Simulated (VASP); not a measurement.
A run of VASP 6.6.1 is set up as follows.

File INCAR:

```
PREC     = Accurate       # precision mode
ENCUT    = 600            # plane-wave cutoff, eV
EDIFF    = 1E-8           # SCF threshold, eV
ISMEAR   = 0              # smearing method
SIGMA    = 0.03           # smearing width, eV
LREAL    = F              # projectors in reciprocal space
LASPH    = T              # aspherical terms in the spheres
NELM     = 80             # most SCF steps
ALGO     = Normal         # electronic algorithm
ISIF     = 2              # what is computed and relaxed
LWAVE    = F              # write WAVECAR
LCHARG   = F              # write CHGCAR
GGA      = PS             # functional
LEPSILON = T              # dielectric tensor by DFPT
KPAR     = 4
```

KPOINTS

```
Automatic mesh
0
Monkhorst-Pack
  6 6 6
```

The input POSCAR:

```
InGaP2                                  
1.0
    5.6401241382      0.0000000000      0.0000000000
    0.0000000000     -5.6401241382      0.0000000000
    0.0000000000      0.0000000000     -5.6919583811
  In              Ga              P             
     2     2     4
Direct
     1.0000000000000000    0.5000000000000000    0.5000000000000000
     0.5000000000000000    0.0000000000000000    0.5000000000000000
     0.5000000000000000    0.5000000000000000    1.0000000000000000
     0.0000000000000000    0.0000000000000000    0.0000000000000000
     0.2500000000000000    0.2500000000000000    0.2288384677451355
     0.7500000000000000    0.7500000000000000    0.2288384677451355
     0.7500000000000000    0.2500000000000000    0.7711615322548646
     0.2500000000000000    0.7500000000000000    0.7711615322548646
```

Potentials or basis: VASP PAW PBE potentials, release 64 (In_d, Ga_d, P).

Launch:

```bash
$ cat potpaw_PBE.64/In_d/POTCAR potpaw_PBE.64/Ga_d/POTCAR potpaw_PBE.64/P/POTCAR > POTCAR
$ mpirun -np 4 vasp_std > vasp.out
```

(1) Predict the electronic dielectric tensor (diagonal).

(2) What does it give for the Born charges (mean of the diagonal)?

Answers

(1) 11.21, 11.21, 11.29.

(2) In +2.42; Ga +2.32; P -2.37 e.
